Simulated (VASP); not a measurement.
VASP 6.6.1 run: InAs

INCAR

```
PREC = Accurate
ENCUT = 520
LWAVE = .FALSE.
ISMEAR = -1
EDIFF = 1E-7
NELM = 120
ALGO = Fast
GGA = CA
LASPH = .TRUE.
LCHARG = .FALSE.
NBANDS = 16
NSW = 0
SIGMA = 0.02
IBRION = -1
LREAL = .FALSE.
ISIF = 2
```

KPOINTS

```
KPOINTS created by Atomic Simulation Environment
0
Gamma
8 8 8
0 0 0
```

POSCAR

```
In As
 1.0000000000000000
     0.0000000000000000    3.0545904682624379    3.0545904682624379
     3.0545904682624379    0.0000000000000000    3.0545904682624379
     3.0545904682624379    3.0545904682624379    0.0000000000000000
 In  As
   1   1
Cartesian
  0.0000000000000000  0.0000000000000000 -0.0000000000000000
  1.5272952341312187  1.5272952341312187  1.5272952341312187
```

The recommended LDA PAW datasets give the neutral cell 18 valence electrons.

Command

```
mpirun -np 1 vasp_std
```

OSZICAR

```
N       E                     dE             d eps       ncg     rms          rms(c)
DAV:   1     0.110347905382E+03    0.11035E+03   -0.81933E+03   944   0.122E+03
DAV:   2    -0.185929377150E+01   -0.11221E+03   -0.10755E+03  1008   0.296E+02
DAV:   3    -0.910998342360E+01   -0.72507E+01   -0.72160E+01  1176   0.736E+01
DAV:   4    -0.930410450581E+01   -0.19412E+00   -0.19399E+00  1144   0.135E+01
DAV:   5    -0.931352968351E+01   -0.94252E-02   -0.94250E-02  1368   0.258E+00    0.444E+00
RMM:   6    -0.905097743526E+01    0.26255E+00   -0.24730E-01  1120   0.451E+00    0.235E+00
RMM:   7    -0.901576527813E+01    0.35212E-01   -0.11932E-01  1085   0.188E+00    0.747E-01
RMM:   8    -0.901125005166E+01    0.45152E-02   -0.12964E-02  1250   0.159E+00    0.129E-01
RMM:   9    -0.901154076069E+01   -0.29071E-03   -0.58127E-03  1330   0.675E-01    0.114E-01
RMM:  10    -0.901165644151E+01   -0.11568E-03   -0.15520E-03  1487   0.394E-01    0.873E-02
RMM:  11    -0.901169810331E+01   -0.41662E-04   -0.25776E-04  1370   0.122E-01    0.274E-02
RMM:  12    -0.901169270648E+01    0.53968E-05   -0.42785E-05  1385   0.597E-02    0.106E-02
RMM:  13    -0.901169300751E+01   -0.30103E-06   -0.20352E-05  1393   0.320E-02    0.106E-02
RMM:  14    -0.901169330682E+01   -0.29931E-06   -0.37703E-06  1548   0.137E-02    0.828E-03
RMM:  15    -0.901169311881E+01    0.18801E-06   -0.75032E-07  1178   0.560E-03    0.728E-03
RMM:  16    -0.901169297595E+01    0.14287E-06   -0.30560E-07   995   0.401E-03    0.166E-03
RMM:  17    -0.901169295826E+01    0.17689E-07   -0.11233E-07   686   0.288E-03
   1 F= -.90116930E+01 E0= -.90116180E+01  d E =-.149823E-03
```

Standard output (part)

```
POSCAR found type information on POSCAR InAs
 POSCAR found :  2 types and       2 ions
 LDA part: xc-table for (Slater(with rela. corr.)+CA(PZ))
 , standard interpolation
 POSCAR, INCAR and KPOINTS ok, starting setup
 WAVECAR not read
 entering main loop
WARNING in EDDRMM: call to ZHEGV failed, returncode =   6  3     13
```

From OUTCAR

```
k-points           NKPTS =     29   k-points in BZ     NKDIM =     29   number of bands    NBANDS=     16

   NELECT =      18.0000    total number of electrons

   dimension x,y,z NGX =    32 NGY =   32 NGZ =   32
   dimension x,y,z NGXF=    64 NGYF=   64 NGZF=   64

  energy-cutoff  :      520.00
  volume of cell :       57.00
      direct lattice vectors                 reciprocal lattice vectors
     0.000000000  3.054590468  3.054590468    -0.163688064  0.163688064  0.163688064
     3.054590468  0.000000000  3.054590468     0.163688064 -0.163688064  0.163688064
     3.054590468  3.054590468  0.000000000     0.163688064  0.163688064 -0.163688064

 k-points in reciprocal lattice and weights: KPOINTS created by Atomic Simulation Env
   0.00000000  0.00000000  0.00000000       0.002
   0.12500000  0.00000000  0.00000000       0.016
   0.25000000  0.00000000  0.00000000       0.016
   0.37500000  0.00000000  0.00000000       0.016
   0.50000000  0.00000000  0.00000000       0.008
   0.12500000  0.12500000  0.00000000       0.012
   0.25000000  0.12500000  0.00000000       0.047
   0.37500000  0.12500000  0.00000000       0.047
   ...

 E-fermi :   4.0430

 k-point     1 :       0.0000    0.0000    0.0000
  band No.  band energies     occupation
      1     -10.2671      2.00000
      2     -10.2671      2.00000
      3     -10.2671      2.00000
      4     -10.1509      2.00000
      5     -10.1509      2.00000
      6      -7.6913      2.00000
      7       3.4784      2.00000
      8       4.0291      1.33386
      9       4.0291      1.33386
     10       4.0291      1.33385
     11       7.8361      0.00000
     12       7.8361      0.00000
     13       7.8361      0.00000
     14      11.2003      0.00000
     15      13.6639      0.00000
     16      13.6639      0.00000

 k-point     2 :       0.1250    0.0000    0.0000
  band No.  band energies     occupation
      1     -10.2853      2.00000
      2     -10.2618      2.00000
      3     -10.2618      2.00000
      4     -10.1511      2.00000
      5     -10.1511      2.00000
      6      -7.5377      2.00000
      7       2.0312      2.00000
      8       3.8434      1.99991
      9       3.8434      1.99991
     10       4.9199      0.00000
     11       7.9489      0.00000
     12       8.1074      0.00000
     13       8.1074      0.00000
     14      12.0407      0.00000
     15      12.7614      0.00000
     16      12.7614      0.00000

 k-point     3 :       0.2500    0.0000    0.0000
  band No.  band energies     occupation
      1     -10.3267      2.00000
      2     -10.2503      2.00000
      3     -10.2503      2.00000
      4     -10.1499      2.00000
      5     -10.1499      2.00000
      6      -7.1178      2.00000
      7       0.3084      2.00000
      8       3.4771      2.00000
      9       3.4771      2.00000
     10       5.0565      0.00000
     11       8.5350      0.00000
     12       8.5350      0.00000
     13       8.9679      0.00000
     14      12.1572      0.00000
     15      12.5115      0.00000
     16      12.5115      0.00000

 ...

  Total       -0.7498225     -0.7498225     -0.7498225      0.0000000      0.0000000      0.0000000
  in kB      -21.0756054    -21.0756054    -21.0756054      0.0000000      0.0000000      0.0000000
  external PRESSURE =     -21.0756054 kB  Pullay stress =       0.0000000 kB

 POSITION                                       TOTAL-FORCE (eV/Angst)
 -----------------------------------------------------------------------------------
      0.00000      0.00000      0.00000        -0.000000     -0.000000     -0.000000
      1.52730      1.52730      1.52730         0.000000      0.000000      0.000000
 -----------------------------------------------------------------------------------
    total drift:                               -0.000000     -0.000000      0.000000

  FREE ENERGIE OF THE ION-ELECTRON SYSTEM (eV)
  ---------------------------------------------------
  free  energy   TOTEN  =        -9.0116929583 eV

  energy  without entropy=       -9.0115431357  energy(sigma->0) =       -9.01161805
```

It converged. Results: gap between bands v and c on the k mesh 0.00 eV; least direct gap on the k mesh 0.00 eV; pressure -2.1 GPa. Band v is the last that the valence electrons fill when counted band by band, and c is the next.

For comparison, a separate LDA run of the intended cell, on usual settings and not on those above, gives a gap of 0.00 eV on its mesh and a pressure of -2.1 GPa.

The run above took about 21 s on one core of a shared host (Intel Xeon Platinum 8488C) and held 0.16 GiB at most.
